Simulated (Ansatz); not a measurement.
# SnO₂ under strains and displacements

Computed with DFT PBE, scalar-relativistic, plane waves, PAW in Ansatz.

Cutoff 420 eV; k points 12×12×12 on the computed 3-atom cell (Γ-centred); Gaussian smearing, width 0.10 eV; no spin polarisation.

Reference cell:

```xyz
3
Lattice="0.0000 2.5741 2.5741 2.5741 0.0000 2.5741 2.5741 2.5741 0.0000" Properties=species:S:1:pos:R:3 pbc="T T T"
Sn    0.0000    0.0000    0.0000
O     1.2871    1.2871    1.2871
O     3.8612    3.8612    3.8612
```

Each variant moves atoms of this cell by the vectors given, if any (Å), and then applies a symmetric strain (tensor components, Cartesian axes). The reference cell isn't relaxed at this level. Energies are per atom at zero smearing, counted from the lowest variant. Pressure is positive in compression.

1. no strain; moves: Sn1 (0.090, 0.000, 0.000)
2. strain (xx yy zz yz xz xy, %) -4.59 4.41 -4.59 0.00 0.00 0.00
3. strain (xx yy zz yz xz xy, %) -2.45 -2.45 -2.45 -4.00 -4.00 -4.00; moves: Sn1 (-0.026, -0.026, -0.026); O2 (-0.023, -0.023, -0.023); O3 (0.049, 0.049, 0.049)

```json
{"result": "A", "ΔE (meV/atom)": "0.0", "P (GPa)": "0.16", "largest force (eV/Å)": "0.68", "gap on mesh (eV)": "0"}
{"result": "B", "ΔE (meV/atom)": "171.1", "P (GPa)": "27.91", "largest force (eV/Å)": "4.00", "gap on mesh (eV)": "1.11"}
{"result": "C", "ΔE (meV/atom)": "90.0", "P (GPa)": "10.93", "largest force (eV/Å)": "0.00", "gap on mesh (eV)": "0"}
```

Task: Which variant gave which result?

Result: A is 1, B is 3, C is 2. The pressure falls as the cell grows: from the smallest volume to the largest the variants are 3, 2, 1.

This fluorite-type form isn't the usual stable structure of the compound.